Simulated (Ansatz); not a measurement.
# What BeZn2P2 (built on the sites of a database entry of CaZn2P2) distorts into, part 2 of 3

Which phase does BeZn2P2 (built on the sites of a database entry of CaZn2P2) fall into along its unstable mode, and how much energy does it gain?

Ansatz 0.2.0; DFT PBEsol, scalar-relativistic, plane waves, PAW.

So far, highest frequency on the path or at a solved wavevector (cm⁻¹): step 2 (response at finite wavevector) 335. Also lowest frequency on the path (cm⁻¹): step 2 -155.

The structure was built from a prototype and need not be the compound's stable phase.

## 5. Energy along the mode, all amplitudes (two of the runs are shown above)

An imaginary frequency means negative curvature, so the energy should fall and then rise again as anharmonic terms take over.

This step gave:

```yaml
depth_at_the_lowest_point_sampled: 4.486 meV/atom
largest_atomic_shift_at_that_point: 0.32 Å
```

Energy from the parent against largest atomic shift:

```csv
largest atomic shift (Å),energy from the parent (meV/atom)
0.000,0
0.040,-0.139
0.080,-0.544
0.140,-1.55
0.220,-3.23
0.320,-4.49
0.450,-0.132
0.600,24.7
```

Displacement at unit largest shift by atom:

```csv
atom,x (Å),y (Å),z (Å),size
Be1,0.866,0.500,0.000,1.000
Zn2,-0.005,-0.003,0.000,0.006
Zn3,-0.005,-0.003,0.000,0.006
P4,-0.115,-0.066,0.000,0.133
P5,-0.115,-0.066,0.000,0.133
```

The lowest of the steps tried is at 0.32 Å, 4.49 meV/atom below the parent; the bottom of the well need not coincide with a step.

## 6. Relaxing from the distorted cell

Starting from the lowest point found, all atoms and the cell are let go, so that strain and other modes of the same symmetry can join in.

Input file input.yaml:

```yaml
crystal:
  lattice:
    - [3.731617109, -3.0516e-06, 0.0]
    - [-1.8658059118, 3.2316767394, 0.0]
    - [0.0, 0.0, 6.088534036]
  atoms:
    - { symbol: Be, position: [0.0990198516, 0.0495099258, 0.0] }
    - { symbol: Zn, position: [0.3327243678, 0.6663621839, 0.6240103121] }
    - { symbol: Zn, position: [0.6660577011, 0.3330288506, 0.3759896879] }
    - { symbol: P, position: [0.3202132496, 0.6601066248, 0.2069338201] }
    - { symbol: P, position: [0.6535465829, 0.3267732915, 0.7930661799] }
kpoints:
  mp_grid: { grid: [12, 12, 6] }
hamiltonian:
  xc: pbesol
scf:
  occupations: { method: methfessel_paxton, width: 0.2 }
output:
  forces: true
  stress: true
  eigenvalues: true
  write_density: true
  write_potential: true
  elf: true
  volumetric_format: npy
relax:
  adjacent_minimum: "off"
  f_tol: 0.002
  max_steps: 120
  cell: { stress_tol: 0.03 }
```

The run is started by

```bash
$ ansatz run input.yaml --threads 8 --pin off --max-ram 14336MiB --backend cpu --events-out ev --progress --plain --runs-dir out
```

Numbers of over 12 decimals in the logs are rounded to 6 here.

The log of the run:

```text
[...]
Crystal: 5 atoms, lattice volume = 73.424 Å³
Basis set: ecut = 420 eV, 1437 PW (Γ), exchange–correlation on 50×50×90 points (8 copies of the dense FFT grid, shifted against one another)
Bands: 23, of which v1, the nominal top of the filled ones, is band 18 counted from 1 (17 counted from 0)
Symmetry: 2 space group operations
[...]
k-points: 242 of 864 (time reversal used)
[...]
SCF iter   1: F=—  HF=-8132.115817 eV  |F-HF|=—  |Δ(HF+E_count)|=         —  Δρ=4.36e-3  dr2=1.34e-2  ethr=1.77e-3  ⟨swp⟩=6.2  Hψ=30152  notcnv=0
[...]
SCF iter   9: F=-8132.112090 eV  HF=-8132.112090 eV  |F-HF|=2.56e-10  |Δ(HF+E_count)|=   1.17e-7  S|Δr|=    0.00e0  Δρ=3.60e-6  dr2=7.21e-9  ethr=2.78e-10  ⟨swp⟩=6.5  Hψ=37808  notcnv=0
SCF 1 converged in 9 iterations: F = -8132.112090 eV  dr2 = 7.21e-9
[...]
relax step   1: F+E_penalty+E_count = -8132.11209036 eV  Δ(F+E_penalty+E_count) = +0.000e0 eV  max|allowed force component| = 3.599e-1 eV/Å  Δτ_max = 0.0000 Å  P = +1.396 GPa  Ω = 73.424 Å³  (9 SCF iters, dr2 threshold 1.00e-7 eV, accepted)
Crystal: 5 atoms, lattice volume = 75.331 Å³
Basis set: ecut = 420 eV, 1467 PW (Γ), exchange–correlation on 50×50×90 points (8 copies of the dense FFT grid, shifted against one another)
[...]
SCF iter   8: F=-8132.178622 eV  HF=-8132.178622 eV  |F-HF|=9.06e-8  |Δ(HF+E_count)|=   3.67e-7  S|Δr|=    0.00e0  Δρ=8.78e-6  dr2=8.95e-8  ethr=1.39e-9  ⟨swp⟩=7.3  Hψ=42089  notcnv=0
SCF 2 converged in 8 iterations: F = -8132.178622 eV  dr2 = 8.95e-8
relax step   2: F+E_penalty+E_count = -8132.17862207 eV  Δ(F+E_penalty+E_count) = -6.653e-2 eV  max|allowed force component| = 4.172e-1 eV/Å  Δτ_max = 0.0711 Å  P = -0.197 GPa  Ω = 75.331 Å³  energy of the carried Pulay correction = -9.126e-4 eV  (8 SCF iters, dr2 threshold 5.00e-7 eV, accepted)
Crystal: 5 atoms, lattice volume = 78.474 Å³
Basis set: ecut = 420 eV, 1537 PW (Γ), exchange–correlation on 50×50×90 points (8 copies of the dense FFT grid, shifted against one another)
[...]
SCF iter   9: F=-8132.295274 eV  HF=-8132.295274 eV  |F-HF|=1.52e-8  |Δ(HF+E_count)|=   5.71e-8  S|Δr|=    0.00e0  Δρ=8.00e-6  dr2=6.35e-8  ethr=1.39e-9  ⟨swp⟩=11.3  Hψ=49137  notcnv=0
SCF 3 converged in 9 iterations: F = -8132.295274 eV  dr2 = 6.35e-8
relax step   3: F+E_penalty+E_count = -8132.29527396 eV  Δ(F+E_penalty+E_count) = -1.167e-1 eV  max|allowed force component| = 5.014e-1 eV/Å  Δτ_max = 0.1666 Å  P = -2.236 GPa  Ω = 78.474 Å³  energy of the carried Pulay correction = -2.366e-3 eV  (9 SCF iters, dr2 threshold 5.00e-7 eV, accepted)
[... from here on, the SCF cycles and remarks between the steps are left out ...]
relax step   4: F+E_penalty+E_count = -8132.33868059 eV  Δ(F+E_penalty+E_count) = -4.341e-2 eV  max|allowed force component| = 6.588e-1 eV/Å  Δτ_max = 0.1012 Å  P = -2.813 GPa  Ω = 79.414 Å³  energy of the carried Pulay correction = -2.790e-3 eV  (8 SCF iters, dr2 threshold 5.00e-7 eV, accepted)
relax step   5: F+E_penalty+E_count = -8132.43406499 eV  Δ(F+E_penalty+E_count) = -9.538e-2 eV  max|allowed force component| = 4.709e-1 eV/Å  Δτ_max = 0.0863 Å  P = -1.272 GPa  Ω = 78.487 Å³  energy of the carried Pulay correction = -2.372e-3 eV  (8 SCF iters, dr2 threshold 5.00e-7 eV, accepted)
relax step   6: F+E_penalty+E_count = -8132.54071103 eV  Δ(F+E_penalty+E_count) = -1.066e-1 eV  max|allowed force component| = 4.567e-1 eV/Å  Δτ_max = 0.1917 Å  P = +1.638 GPa  Ω = 77.883 Å³  energy of the carried Pulay correction = -2.098e-3 eV  (9 SCF iters, dr2 threshold 5.00e-7 eV, accepted)
relax step   7: F+E_penalty+E_count = -8132.65260428 eV  Δ(F+E_penalty+E_count) = -1.119e-1 eV  max|allowed force component| = 2.796e-1 eV/Å  Δτ_max = 0.1779 Å  P = +1.456 GPa  Ω = 80.475 Å³  energy of the carried Pulay correction = -3.261e-3 eV  (9 SCF iters, dr2 threshold 5.00e-7 eV, accepted)
relax step   8: F+E_penalty+E_count = -8132.66619464 eV  Δ(F+E_penalty+E_count) = -1.359e-2 eV  max|allowed force component| = 8.138e-1 eV/Å  Δτ_max = 0.1728 Å  P = -0.174 GPa  Ω = 84.506 Å³  energy of the carried Pulay correction = -4.996e-3 eV  (9 SCF iters, dr2 threshold 5.00e-7 eV, accepted)
relax step   9: F+E_penalty+E_count = -8132.65306405 eV  Δ(F+E_penalty+E_count) = +1.313e-2 eV  max|allowed force component| = 5.129e-1 eV/Å  Δτ_max = 0.0888 Å  P = -1.274 GPa  Ω = 85.418 Å³  energy of the carried Pulay correction = -5.376e-3 eV  (8 SCF iters, dr2 threshold 5.00e-7 eV, rejected (line search))
relax step  10: F+E_penalty+E_count = -8132.70791502 eV  Δ(F+E_penalty+E_count) = -4.172e-2 eV  max|allowed force component| = 1.580e-1 eV/Å  Δτ_max = 0.0607 Å  P = +0.059 GPa  Ω = 83.956 Å³  energy of the carried Pulay correction = -4.764e-3 eV  (13 SCF iters, accepted)
relax step  11: F+E_penalty+E_count = -8132.71185385 eV  Δ(F+E_penalty+E_count) = -3.939e-3 eV  max|allowed force component| = 4.295e-2 eV/Å  Δτ_max = 0.0516 Å  P = -0.133 GPa  Ω = 84.444 Å³  energy of the carried Pulay correction = -4.970e-3 eV  (8 SCF iters, dr2 threshold 5.00e-7 eV, accepted)
relax step  12: F+E_penalty+E_count = -8132.71316874 eV  Δ(F+E_penalty+E_count) = -1.315e-3 eV  max|allowed force component| = 3.441e-2 eV/Å  Δτ_max = 0.0144 Å  P = +0.049 GPa  Ω = 84.277 Å³  energy of the carried Pulay correction = -4.900e-3 eV  (6 SCF iters, dr2 threshold 5.00e-7 eV, accepted)
relax step  13: F+E_penalty+E_count = -8132.71325030 eV  Δ(F+E_penalty+E_count) = -8.156e-5 eV  max|allowed force component| = 1.631e-2 eV/Å  Δτ_max = 0.0100 Å  P = +0.027 GPa  Ω = 84.322 Å³  energy of the carried Pulay correction = -4.918e-3 eV  (7 SCF iters, dr2 threshold 7.40e-8 eV, accepted)
relax step  14: F+E_penalty+E_count = -8132.71330320 eV  Δ(F+E_penalty+E_count) = -5.290e-5 eV  max|allowed force component| = 2.534e-3 eV/Å  Δτ_max = 0.0033 Å  P = -0.018 GPa  Ω = 84.375 Å³  energy of the carried Pulay correction = -4.941e-3 eV  (6 SCF iters, dr2 threshold 1.66e-8 eV, accepted)
relax step  15: F+E_penalty+E_count = -8132.71329625 eV  Δ(F+E_penalty+E_count) = +6.948e-6 eV  max|allowed force component| = 4.088e-3 eV/Å  Δτ_max = 0.0030 Å  P = +0.003 GPa  Ω = 84.389 Å³  energy of the carried Pulay correction = -4.947e-3 eV  (7 SCF iters, dr2 threshold 2.36e-9 eV, rejected (line search))
relax step  16: F+E_penalty+E_count = -8132.71330919 eV  Δ(F+E_penalty+E_count) = -5.985e-6 eV  max|allowed force component| = 1.322e-3 eV/Å  Δτ_max = 0.0015 Å  P = -0.002 GPa  Ω = 84.375 Å³  energy of the carried Pulay correction = -4.941e-3 eV  (9 SCF iters, accepted)
relax step  17: F+E_penalty+E_count = -8132.72926977 eV  Δ(F+E_penalty+E_count) = -1.596e-2 eV  max|allowed force component| = 4.361e-3 eV/Å  Δτ_max = 0.0000 Å  P = +0.238 GPa  Ω = 84.375 Å³  stress off target by 5.62e-1 GPa  SCF on the basis re-selected at this cell (its energy is not comparable with the rows above)  (10 SCF iters)
relax step  18: F+E_penalty+E_count = -8132.73048753 eV  Δ(F+E_penalty+E_count) = -1.218e-3 eV  max|allowed force component| = 2.928e-2 eV/Å  Δτ_max = 0.0129 Å  P = +0.003 GPa  Ω = 84.862 Å³  energy of the carried Pulay correction = -1.988e-4 eV  (5 SCF iters, dr2 threshold 5.00e-7 eV, accepted)
relax step  19: F+E_penalty+E_count = -8132.73077271 eV  Δ(F+E_penalty+E_count) = -2.852e-4 eV  max|allowed force component| = 3.524e-2 eV/Å  Δτ_max = 0.0147 Å  P = +0.031 GPa  Ω = 84.992 Å³  energy of the carried Pulay correction = -2.531e-4 eV  (8 SCF iters, dr2 threshold 5.36e-8 eV, accepted)
relax step  20: F+E_penalty+E_count = -8132.73088856 eV  Δ(F+E_penalty+E_count) = -1.159e-4 eV  max|allowed force component| = 6.948e-3 eV/Å  Δτ_max = 0.0075 Å  P = -0.001 GPa  Ω = 85.040 Å³  energy of the carried Pulay correction = -2.730e-4 eV  (7 SCF iters, dr2 threshold 7.76e-8 eV, accepted)
relax step  21: F+E_penalty+E_count = -8132.73089883 eV  Δ(F+E_penalty+E_count) = -1.027e-5 eV  max|allowed force component| = 3.802e-3 eV/Å  Δτ_max = 0.0057 Å  P = -0.010 GPa  Ω = 85.092 Å³  energy of the carried Pulay correction = -2.943e-4 eV  (8 SCF iters, dr2 threshold 1.35e-8 eV, accepted)
relax step  22: F+E_penalty+E_count = -8132.73090129 eV  Δ(F+E_penalty+E_count) = -2.457e-6 eV  max|allowed force component| = 3.324e-3 eV/Å  Δτ_max = 0.0015 Å  P = +0.003 GPa  Ω = 85.090 Å³  energy of the carried Pulay correction = -2.937e-4 eV  (6 SCF iters, dr2 threshold 9.04e-10 eV, accepted)
relax step  23: F+E_penalty+E_count = -8132.73090120 eV  Δ(F+E_penalty+E_count) = +8.781e-8 eV  max|allowed force component| = 3.125e-4 eV/Å  Δτ_max = 0.0003 Å  P = +0.000 GPa  Ω = 85.092 Å³  energy of the carried Pulay correction = -2.945e-4 eV  (5 SCF iters, dr2 threshold 6.91e-10 eV, accepted)
[...]
SCF iter   8: F=-8132.731219 eV  HF=-8132.731219 eV  |F-HF|=3.64e-12  |Δ(HF+E_count)|=  2.00e-11  S|Δr|=    0.00e0  Δρ=5.92e-8  dr2=8.63e-12  ethr=1.00e-12  ⟨swp⟩=7.3  Hψ=35082  notcnv=0
SCF 24 converged in 8 iterations: F = -8132.731219 eV  dr2 = 8.63e-12
relax step  24: F+E_penalty+E_count = -8132.73121853 eV  Δ(F+E_penalty+E_count) = -3.173e-4 eV  max|allowed force component| = 3.141e-4 eV/Å  Δτ_max = 0.0000 Å  P = -0.002 GPa  Ω = 85.092 Å³  stress off target by 5.19e-3 GPa  SCF on the basis re-selected at this cell (its energy is not comparable with the rows above)  (8 SCF iters)
[...]
SCF converged after 8 iterations
[...]
Free energy (F): -8132.731219 eV
[...]
Internal energy: -8132.731341 eV  (E = F + TS)
E sigma→0 (E₀):  -8132.731249 eV
Entropy (-TS):   0.000122 eV (0.024 meV/atom)
Fermi energy:    7.605523 eV
[...]
--- Forces (eV/Å), atoms counted from 1 ---
  atom   1  Be     0.00002182     0.00001260     0.00028088
  atom   2  Zn    -0.00003393    -0.00001959    -0.00004886
  atom   3  Zn     0.00029015     0.00016752     0.00000468
  atom   4  P     -0.00021514    -0.00012421     0.00007815
  atom   5  P     -0.00006236    -0.00003600    -0.00031397
  max |Σ_I F_I| component: 8.75e-7 eV/Å
--- Stress (GPa, compression-positive) ---
       -0.002250       0.000403       0.003460
        0.000403      -0.002715       0.001998
        0.003459       0.001997      -0.000170
  P = ⅓ Tr σ = -0.0017 GPa (-0.017 kbar)
--- Band table (eV; the first three rows and the last of 242) ---
  k-point 0: bands = [... 14 lower, 5.8968, 6.5149, 6.8544, 7.7618, 8.2832, 9.2198, 10.2338, 11.2175, ... 1 higher]
  k-point 1: bands = [... 14 lower, 5.8095, 6.1316, 6.7733, 7.6890, 8.3224, 9.4783, 10.4749, 10.9832, ... 1 higher]
  k-point 2: bands = [... 14 lower, 5.6084, 5.8503, 6.8560, 7.5416, 8.4966, 9.4467, 10.4636, 11.4555, ... 1 higher]
  k-point 241: bands = [... 14 lower, 4.3069, 4.8480, 5.1991, 6.0457, 8.1933, 9.2503, 9.8282, 10.7331, ... 1 higher]
--- Relaxed structure (22 steps of the walk, 20 accepted, 2 SCFs on fresh bases) ---
  F+E_penalty+E_count = -8132.73121853 eV   max|allowed force component| = 3.141e-4 eV/Å   (the final SCF, on the basis selected at the relaxed cell)
  cell:  # Å, volume = 85.0921 Å³
    - [4.004843, 0.171885, 0.211862]
    - [-1.853559, 3.210464, -2.7755575615628914e-17]
    - [0.345676, 0.199576, 6.481904]
  atoms:
    - { symbol: Be, position: [0.356488, 0.178244, 0.041590] }
    - { symbol: Zn, position: [0.243632, 0.621816, 0.646771] }
    - { symbol: Zn, position: [0.626327, 0.313163, 0.365088] }
    - { symbol: P, position: [0.257748, 0.628874, 0.215443] }
    - { symbol: P, position: [0.587367, 0.293684, 0.731108] }
```

Elapsed: 2 min, on 8 threads of Intel Xeon Platinum 8488C (Sapphire Rapids), shared host; peak memory 0.83 GiB; 15 min of CPU time.

The steps of the relaxation (22 of 24):

```csv
step,energy less that of the first step (eV),largest force component (eV/Å),pressure (GPa),volume (Å³)
1,0.0000,0.3599,1.40,73.42
2,-0.0665,0.4172,-0.20,75.33
3,-0.1832,0.5014,-2.24,78.47
4,-0.2266,0.6588,-2.81,79.41
5,-0.3220,0.4709,-1.27,78.49
6,-0.4286,0.4567,1.64,77.88
8,-0.5541,0.8138,-0.17,84.51
9,-0.5410,0.5129,-1.27,85.42
10,-0.5958,0.1580,0.06,83.96
11,-0.5998,0.0430,-0.13,84.44
12,-0.6011,0.0344,0.05,84.28
13,-0.6012,0.0163,0.03,84.32
14,-0.6012,0.0025,-0.02,84.38
15,-0.6012,0.0041,0.00,84.39
16,-0.6012,0.0013,0.00,84.38
17*,-0.6172,0.0044,0.24,84.38
19,-0.6187,0.0352,0.03,84.99
20,-0.6188,0.0069,0.00,85.04
21,-0.6188,0.0038,-0.01,85.09
22,-0.6188,0.0033,0.00,85.09
23,-0.6188,0.0003,0.00,85.09
24*,-0.6191,0.0003,0.00,85.09
```

Relaxation steps marked * repeat the geometry before them on a plane-wave basis chosen anew for their cell, so energy and pressure can jump there. Other such steps can lie between the rows shown. Relaxation steps 9, 15 were tried and not accepted.

The run keeps the 2 symmetry operations that it works with, so distortions that break them were not tested.

```csv
cell as run,before,after,change
a (Å),3.732,4.014,+7.6 %
b (Å),3.732,3.707,-0.7 %
c (Å),6.089,6.494,+6.7 %
β (°),90.00,83.85,-6.8 %
γ (°),120.00,117.50,-2.1 %
volume (Å³/atom),14.68,17.02,+15.9 %
```

The atoms that moved most (Å, as changes of fractional coordinates times the final cell):

```csv
atom,dx,dy,dz,length
Be1,0.807,0.466,0.324,0.986
P5,-0.225,-0.130,-0.416,0.490
Zn2,-0.266,-0.154,0.129,0.333
P4,-0.189,-0.109,0.042,0.223
Zn3,-0.126,-0.073,-0.079,0.166
```

Numbers from this step:

```yaml
pressure: -0.001711 GPa
volume_per_atom: 17.02 Å³
```

Electrostatic potential energy in the ac plane at fractional y = 0.294, with atoms of Zn and P within 0.2 Å of it. With pseudopotentials it is smooth inside the atoms' cores, unlike the true potential.

Values in eV, 22 rows by 14 columns, each cell a mean:
```
 11  10   8   5  -1  -8 -10  -4   3   7   9  10  11  11
 11  10   9   8   5   2   1   2   4   6   9  10  11  11
 11  10  10   9   8   5   0  -4  -5  -1   5   8  10  11
 10  10  10   9   7   2 -12 -26 -31 -23  -5   4   9  10
  9   9   9   8   5  -4 -32 -46 -47 -47 -26  -4   7   9
  7   7   7   7   5  -5 -36 -47 -47 -47 -37 -10   5   7
  6   5   5   6   5  -1 -27 -45 -47 -47 -34  -8   5   7
  6   5   5   6   6   3 -10 -28 -38 -36 -18  -2   6   7
  7   6   6   7   8   7   4  -1  -7  -6   0   5   8   8
  8   7   7   8   8   8   6   4   2   3   5   7   9   9
  9   9   9   9   8   7   4  -2  -6  -4   2   6   8   9
 10  10  10   9   8   5  -6 -17 -22 -21 -11   0   7   9
 10  10  10   9   7   2 -17 -29 -36 -35 -26 -12   4   8
  9   9   9   9   7   1 -19 -32 -41 -41 -31 -18   2   7
  8   7   8   8   7   3 -14 -27 -37 -37 -29 -17   2   7
  6   6   6   7   7   5  -4 -17 -26 -27 -21  -9   4   7
  6   4   4   5   6   6   4   0  -7  -8  -3   3   7   7
  6   5   4   5   5   5   5   4   4   4   6   7   8   8
  8   7   5   3   0  -2  -1   2   5   7   9   9  10   9
  9   8   5   2  -8 -16 -14  -5   3   7   9  10  10  10
 10   9   6   0 -16 -27 -27 -16   0   6   9  10  11  11
 10   9   6   2 -13 -24 -25 -15   1   6   9  10  11  11
```
Columns run along a (4.0 Å; values clipped at the 3rd and 97th percentile), rows up along c (6.5 Å). Atoms in or near the plane, at fractional coordinates: Zn at (0.63, 0.37), P at (0.59, 0.73).

ELF in the ac plane at fractional y = 0.294, with atoms of Zn and P within 0.2 Å of it. It is the smooth field of the valence electrons, not physical close to the nuclei.

Ten even steps from '0' (0.00) to '9' (0.91), each cell a mean:
```
01233467864200
00136899987410
11247999998742
11247898788863
22247862027975
22247850006985
22236862016985
22225786458874
22224678887753
11123455665532
11112222222221
11112211111211
22222110000122
44332110000123
66543210000124
76654321001235
77776532222246
77887643222246
78998644322235
67997522221123
46774100111001
23442101321000
```
Columns run along a (4.0 Å), rows up along c (6.5 Å). Atoms in or near the plane, at fractional coordinates: Zn at (0.63, 0.37), P at (0.59, 0.73).

Valence density in the ac plane at fractional y = 0.294, with atoms of Zn and P within 0.2 Å of it. It is the smooth field of the valence electrons, not physical close to the nuclei.

Ten steps, logarithmic in the rise over the least value, from '0' (0 e/Å³) to '9' (28 e/Å³), each cell a mean:
```
00000111100000
00001111110000
00001122221100
00001122222100
00001222112210
00011221012211
11111222112211
11111122222211
00001112222110
00000111111100
00000011221100
00000123432100
00000135885210
00000136996311
11001125886311
11111123554211
11111111221111
11111111111001
11111110000000
00111110000000
00011000000000
00000000000000
```
Columns run along a (4.0 Å), rows up along c (6.5 Å). Atoms in or near the plane, at fractional coordinates: Zn at (0.63, 0.37), P at (0.59, 0.73).

The distorted start has space group Cm; the relaxation ends in Cm.

## 7. The new phase in its own primitive cell

The relaxed structure is symmetrised, reduced to its primitive cell and relaxed tightly, as its phonons need.

Input file input.yaml:

```yaml
crystal:
  lattice:
    - [3.5605483998, -1.8535614958, 0.0]
    - [3.5605483998, 1.8535614958, 0.0]
    - [-0.784136086, 0.0, 6.4466685264]
  atoms:
    - { symbol: Be, position: [0.8217559939, 0.8217559939, 0.0415902259] }
    - { symbol: Zn, position: [0.3781840545, 0.3781840545, 0.6467710201] }
    - { symbol: Zn, position: [0.6868366012, 0.6868366012, 0.3650876028] }
    - { symbol: P, position: [0.3711261012, 0.3711261012, 0.2154432578] }
    - { symbol: P, position: [0.7063163727, 0.7063163727, 0.7311078934] }
kpoints:
  mp_grid: { grid: [12, 12, 6] }
hamiltonian:
  xc: pbesol
scf:
  occupations: { method: methfessel_paxton, width: 0.2 }
output:
  forces: true
  stress: true
  eigenvalues: true
relax:
  adjacent_minimum: "off"
  f_tol: 0.001
  max_steps: 60
  cell: { stress_tol: 0.01 }
```

The log of the run:

```text
[...]
Crystal: 5 atoms, lattice volume = 85.092 Å³
Basis set: ecut = 420 eV, 1651 PW (Γ), exchange–correlation on 54×54×90 points (8 copies of the dense FFT grid, shifted against one another)
Bands: 23, of which v1, the nominal top of the filled ones, is band 18 counted from 1 (17 counted from 0)
Symmetry: 2 space group operations
[...]
k-points: 242 of 864 (time reversal used)
[...]
cell:  # Å, volume = 85.0921 Å³
    - [3.5605483998, -1.8535614958, 0.0]
    - [3.5605483998, 1.8535614958, 0.0]
    - [-0.784136086, 0.0, 6.4466685264]
  atoms:
    - { symbol: Be, position: [0.821756, 0.821756, 0.0415902259] }
    - { symbol: Zn, position: [0.378184, 0.378184, 0.646771] }
    - { symbol: Zn, position: [0.686837, 0.686837, 0.3650876028] }
    - { symbol: P, position: [0.3711261012, 0.3711261012, 0.215443] }
    - { symbol: P, position: [0.7063163727, 0.7063163727, 0.731108] }
[key lines of the parts left out:]
SCF converged after 9 iterations
Free energy (F): -8132.731218 eV
Fermi energy:    7.605523 eV
P = ⅓ Tr σ = -0.0017 GPa (-0.017 kbar)
```

Run time: 11 s. Hardware: 8 threads; peak memory 0.81 GiB.

Little changed from the start: no atom moved by 0.005 Å and no cell edge by 0.1 %.

The largest force component left is 0.33 meV/Å and the pressure is -0.002 GPa, within the tolerances set. The cell now holds 17.02 Å³/atom.

[end of part 2 of 3]

[Logs are printed without paths, hosts, clocks, repeated set-up lines and the standing remarks that a program may print on its own settings, such as how far it seeks lower states.]

[Hosts, paths, dates, database ids (printed as entryN), source tags and the programs' standing remarks are cut or masked in the printed files.]
